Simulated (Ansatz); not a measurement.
# SiSe2 (Ibam): how the settings move a single-point run

How sensitive is a single-point run of SiSe2 (Ibam) to its settings? A reference run comes first, then five runs with altered input.

Method: reference: DFT r2SCAN, scalar-relativistic, plane waves, PAW, in Ansatz 0.2.0.

2 further runs of the same task are left out: 2 that didn't finish. Runs told in other sessions of the task aren't counted.

### Step 1. The starting structure

The structure is orthorhombic, space group Ibam (No. 72). The conventional cell has a = 6.403 Å, b = 9.744 Å, c = 5.887 Å, α = 90.00°, β = 90.00°, γ = 90.00°. Around Si (site symmetry 222) lie 4 Se at 2.28 Å. Se (site symmetry m) is surrounded by 2 Si at 2.28 Å.

Coordinates:

```
Si Se
1.0
    -4.87224    3.20131    2.94355
     4.87224   -3.20131    2.94355
     4.87224    3.20131   -2.94355
Si Se
2 4
Direct
  0.25000 0.25000 0.00000
  0.75000 0.75000 0.00000
  0.19893 0.87729 0.07623
  0.80107 0.12271 0.92377
  0.69893 0.62271 0.32164
  0.30107 0.37729 0.67836
```

### Step 2. Baseline

The input, input.yaml:

```yaml
crystal:
  lattice:
    - [-4.8722381251, 3.20131245, 2.9435476906]
    - [4.8722381251, -3.20131245, 2.9435476906]
    - [4.8722381251, 3.20131245, -2.9435476906]
  atoms:
    - { symbol: Si, position: [0.25, 0.25, 0.0] }
    - { symbol: Si, position: [0.75, 0.75, 0.0] }
    - { symbol: Se, position: [0.198934091, 0.8772920495, 1.0762261405] }
    - { symbol: Se, position: [0.801065909, 0.1227079505, -0.0762261405] }
    - { symbol: Se, position: [0.698934091, 0.6227079505, 0.3216420415] }
    - { symbol: Se, position: [0.301065909, 0.3772920495, 0.6783579585] }
basis:
  ecutwfc: 500
  ecutrho_ratio: 4
kpoints:
  mp_grid: { grid: [6, 6, 6] }
  band_path:
    path:
      - [[0.0, 0.0, 0.0], [0.5, -0.5, -0.5], [0.35792924, -0.35792924, -0.64207076]]
      - [[-0.35792924, 0.35792924, -0.35792924], [0.0, 0.0, 0.0], [-0.34124838, -0.34124838, 0.34124838]]
      - [[0.34124838, -0.65875162, -0.34124838], [0.5, -0.5, -0.5]]
      - [[0.0, 0.0, 0.0], [-0.5, 0.0, 0.0], [-0.25, -0.25, -0.25], [0.0, -0.5, 0.0], [0.0, 0.0, 0.0], [0.0, 0.0, -0.5], [-0.25, -0.25, -0.25]]
    npoints: 14
hamiltonian:
  xc: r2scan
scf:
  occupations: { method: gaussian, width: 0.05 }
  n_extra_bands: 17
output:
  forces: true
  stress: true
  eigenvalues: true
  populations: true
  dos: { projected: true, de: 0.02, nscf_kmesh: { grid: [9, 9, 9] } }
  bader: true
  write_density: true
  write_potential: true
  elf: true
  volumetric_format: npy
```

Launch:

```
$ ansatz run input.yaml --threads 4 --pin off --max-ram 7168MiB --backend cpu --events-out ev --progress --plain --runs-dir out
```

### Step 3. Changed: pseudopotentials.kind paw, pseudopotentials.source jth

The input, input.yaml:

```yaml
crystal:
  lattice:
    - [-4.8722381251, 3.20131245, 2.9435476906]
    - [4.8722381251, -3.20131245, 2.9435476906]
    - [4.8722381251, 3.20131245, -2.9435476906]
  atoms:
    - { symbol: Si, position: [0.25, 0.25, 0.0] }
    - { symbol: Si, position: [0.75, 0.75, 0.0] }
    - { symbol: Se, position: [0.198934091, 0.8772920495, 1.0762261405] }
    - { symbol: Se, position: [0.801065909, 0.1227079505, -0.0762261405] }
    - { symbol: Se, position: [0.698934091, 0.6227079505, 0.3216420415] }
    - { symbol: Se, position: [0.301065909, 0.3772920495, 0.6783579585] }
basis:
  ecutwfc: 500
  ecutrho_ratio: 4
kpoints:
  mp_grid: { grid: [6, 6, 6] }
hamiltonian:
  xc: r2scan
  pseudopotentials: { kind: paw, source: jth }
scf:
  occupations: { method: gaussian, width: 0.05 }
output:
  forces: true
  stress: true
  write_density: true
  write_potential: true
  elf: true
  volumetric_format: npy
```

### Step 4. Changing settings: occupations.method methfessel_paxton, occupations.width 0.001

The input, input.yaml:

```yaml
crystal:
  lattice:
    - [-4.8722381251, 3.20131245, 2.9435476906]
    - [4.8722381251, -3.20131245, 2.9435476906]
    - [4.8722381251, 3.20131245, -2.9435476906]
  atoms:
    - { symbol: Si, position: [0.25, 0.25, 0.0] }
    - { symbol: Si, position: [0.75, 0.75, 0.0] }
    - { symbol: Se, position: [0.198934091, 0.8772920495, 1.0762261405] }
    - { symbol: Se, position: [0.801065909, 0.1227079505, -0.0762261405] }
    - { symbol: Se, position: [0.698934091, 0.6227079505, 0.3216420415] }
    - { symbol: Se, position: [0.301065909, 0.3772920495, 0.6783579585] }
basis:
  ecutwfc: 500
  ecutrho_ratio: 4
kpoints:
  mp_grid: { grid: [6, 6, 6] }
hamiltonian:
  xc: r2scan
scf:
  occupations: { method: methfessel_paxton, width: 0.001 }
output:
  forces: true
  stress: true
```

### Step 5. The same system, input altered

The input, input.yaml:

```yaml
crystal:
  lattice:
    - [-4.8722381251, 3.20131245, 2.9435476906]
    - [4.8722381251, -3.20131245, 2.9435476906]
    - [4.8722381251, 3.20131245, -2.9435476906]
  atoms:
    - { symbol: Si, position: [0.25, 0.25, 0.0] }
    - { symbol: Si, position: [0.75, 0.75, 0.0] }
    - { symbol: Se, position: [0.198934091, 0.8772920495, 1.0762261405] }
    - { symbol: Se, position: [0.801065909, 0.1227079505, -0.0762261405] }
    - { symbol: Se, position: [0.698934091, 0.6227079505, 0.3216420415] }
    - { symbol: Se, position: [0.301065909, 0.3772920495, 0.6783579585] }
basis:
  ecutwfc: 500
  ecutrho_ratio: 4
kpoints:
  mp_grid: { grid: [6, 6, 6] }
hamiltonian:
  xc: rpbe
scf:
  occupations: { method: gaussian, width: 0.05 }
  convergence: { dr2_threshold: 0.0001 }
output:
  forces: true
  stress: true
  write_density: true
  write_potential: true
  elf: true
  volumetric_format: npy
```

### Step 7. Variant: pseudopotentials.kind paw, pseudopotentials.source jth, preconditioner kerker_dos, dr2_threshold 1.0e-05

The input, input.yaml:

```yaml
crystal:
  lattice:
    - [-4.8722381251, 3.20131245, 2.9435476906]
    - [4.8722381251, -3.20131245, 2.9435476906]
    - [4.8722381251, 3.20131245, -2.9435476906]
  atoms:
    - { symbol: Si, position: [0.25, 0.25, 0.0] }
    - { symbol: Si, position: [0.75, 0.75, 0.0] }
    - { symbol: Se, position: [0.198934091, 0.8772920495, 1.0762261405] }
    - { symbol: Se, position: [0.801065909, 0.1227079505, -0.0762261405] }
    - { symbol: Se, position: [0.698934091, 0.6227079505, 0.3216420415] }
    - { symbol: Se, position: [0.301065909, 0.3772920495, 0.6783579585] }
basis:
  ecutwfc: 500
  ecutrho_ratio: 4
kpoints:
  mp_grid: { grid: [6, 6, 6] }
hamiltonian:
  xc: r2scan
  pseudopotentials: { kind: paw, source: jth }
scf:
  occupations: { method: gaussian, width: 0.05 }
  mixing: { preconditioner: kerker_dos }
  convergence: { dr2_threshold: 1.0e-05 }
output:
  forces: true
  stress: true
  write_density: true
  write_potential: true
  elf: true
  volumetric_format: npy
```

### Step 8. Changing settings: occupations.width 0.15, eigensolver.kind davidson

The input, input.yaml:

```yaml
crystal:
  lattice:
    - [-4.8722381251, 3.20131245, 2.9435476906]
    - [4.8722381251, -3.20131245, 2.9435476906]
    - [4.8722381251, 3.20131245, -2.9435476906]
  atoms:
    - { symbol: Si, position: [0.25, 0.25, 0.0] }
    - { symbol: Si, position: [0.75, 0.75, 0.0] }
    - { symbol: Se, position: [0.198934091, 0.8772920495, 1.0762261405] }
    - { symbol: Se, position: [0.801065909, 0.1227079505, -0.0762261405] }
    - { symbol: Se, position: [0.698934091, 0.6227079505, 0.3216420415] }
    - { symbol: Se, position: [0.301065909, 0.3772920495, 0.6783579585] }
basis:
  ecutwfc: 500
  ecutrho_ratio: 4
kpoints:
  mp_grid: { grid: [6, 6, 6] }
hamiltonian:
  xc: r2scan
scf:
  occupations: { method: gaussian, width: 0.15 }
  eigensolver: { kind: davidson }
output:
  forces: true
  stress: true
  write_density: true
  write_potential: true
  elf: true
  volumetric_format: npy
```

(Steps that only read results are left out.)

What does the calculation give? Wanted: for each run, ending; energy change; pressure; gap; force.

The runs gave:

```tsv
run	ending	energy change	pressure (GPa)	gap (eV)	force (eV/Å)	cycles	time
reference	converged	0	0.0	2.31	0.00	7	88 s
1: pseudopotentials.kind paw, pseudopotentials.source jth	converged	not comparable	-0.1	2.29	0.01	9	15 s
2: occupations.method methfessel_paxton, occupations.width 0.001	converged	0.0 meV/atom (σ→0)	0.0	2.31	0.00	7	12 s
3: xc rpbe, dr2_threshold 0.0001	converged	not comparable	2.9	2.06	0.38	6	11 s
4: pseudopotentials.kind paw, pseudopotentials.source jth, preconditioner kerker_dos, dr2_threshold 1.0e-05	converged	not comparable	-0.1	2.29	0.01	9	19 s
5: occupations.width 0.15, eigensolver.kind davidson	converged	0.0 meV/atom (σ→0)	0.0	2.31	0.00	7	24 s
```

Times don't compare one to one where runs were asked for different outputs or read a saved state (see the inputs); cycles may leave out searches for a lower state.

Residual by cycle in the longest SCF loop of each run; runs are numbered as in the table. The quantity is the density residual dr2, in eV.

```tsv
cycle	reference	run 1	run 2	run 3	run 4	run 5
1	0.0913	2.05	0.0891	0.00424	2.05	0.0848
2	0.00545	0.538	0.00919	0.0019	0.295	0.0093
3	0.00102	0.00802	9.7e-4	3.2e-4	0.104	7.8e-4
4	3.6e-5	4.9e-4	7.0e-5	2.7e-5	0.006	6.0e-5
5	3.7e-6	1.8e-4	4.5e-6	3.6e-6	9.3e-5	4.7e-6
6	1.6e-7	1.5e-5	2.9e-7	2.5e-7	4.6e-5	2.2e-7
7	9.6e-9	5.6e-7	8.7e-9	-	3.8e-5	2.5e-8
8	-	9.8e-8	-	-	2.8e-6	-
9	-	3.3e-9	-	-	6.7e-8	-
```

**Reading.** Of the converged runs whose energies compare with the reference's, none moves it noticeably. Runs 1 and 4 ran under the cutoff that the potentials recommend, as the log warns, so basis error is mixed into their values.

These are semilocal Kohn-Sham gaps, which aren't the measured quantity. Such gaps usually fall short of the measured ones.
